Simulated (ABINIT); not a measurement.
Runs of ABINIT 10.8.3 (patched build) on Se. The structure is trigonal, space group P3_121 (No. 152). Conventional cell: a = 4.366 Å, b = 4.366 Å, c = 4.954 Å, α = 90.00°, β = 90.00°, γ = 120.00°. Se (site symmetry 2) is surrounded by 2 Se at 2.37 Å. 

```csv
task,level,potentials or basis,k mesh,cutoff (eV),fine-grid cutoff,mesh quality,gap on the mesh (eV),pressure (GPa),V0 of scaled cells (Å³/atom),B0 (GPa),largest force (eV/Å)
equation of state,LDA,JTH PAW LDA v2.0,7 × 7 × 6,408,816.342 eV,not flagged,-,-,26.68,61,-
single point,PBEsol,JTH PAW PBE v2.0,3 × 3 × 2,408,816.342 eV,coarse,(b),0.5,-,-,0.49
equation of state,PBE,JTH PAW PBE v2.0,7 × 7 × 6,272,544.228 eV,not flagged,-,-,28.67,50,-
band structure,AM05,JTH PAW PBE v2.0,7 × 7 × 6,408,816.342 eV,not flagged,1.19,0.7,-,-,0.18
single point,PBE,JTH PAW PBE v2.0,6 × 6 × 5,408,816.342 eV,not flagged,1.31,2.7,-,-,0.42
single point,PBEsol,JTH PAW PBE v2.0,6 × 6 × 5,408,816.342 eV,not flagged,1.23,0.2,-,-,0.31
equation of state,PBEsol,JTH PAW PBE v2.0,7 × 7 × 6,272,544.228 eV,not flagged,-,-,27.38,56,-
single point,LDA,JTH PAW LDA v2.0,9 × 9 × 8,408,816.342 eV,not flagged,0.93,(a),-,-,0.24
```

Alike in all rows: no spin polarisation; cell as given; smearing fermi-dirac 0.05 eV.

Q: Fill in the values left out.

A: (a) -1.2; (b) 1.18.

Caveats: some runs use coarse meshes; the PAW data sets were made with another functional, which shifts forces and pressure a little (some runs); an odd mesh through Γ misses points on the zone boundary, where band edges often lie (some runs); pressures at fixed basis lie under the slope of the energies (some runs); the cell was scaled at fixed shape and fractional positions, which overstates the stiffness of a crystal with free parameters, most of all of layers and chains (some runs); the atomic spheres overlap (some runs); the mesh misses the band edges, which the band path finds closer together (some runs).

A k mesh can miss the band edges, and the runs leave out spin-orbit coupling on Se.
